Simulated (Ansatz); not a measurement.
Structure types of Ge were relaxed at one common pressure (all-electron LAPW in Ansatz 0.2.0 under PBE, scalar-relativistic, no spin polarisation, zero temperature). They take these volumes:

```
    type  space group  V (Å³/atom)
     bcc        Im-3m        15.40
     hcp     P6_3/mmc        15.44
      sc        Pm-3m        16.03
 diamond        Fd-3m        18.93
beta tin     I4_1/amd        15.59
```

**Question.** At about which pressure, and is the densest type also the lowest in enthalpy?

**Answer.** 24 GPa. The densest is bcc, and it is 80 meV/atom above beta tin: its gain in pV doesn't pay for its higher energy here.
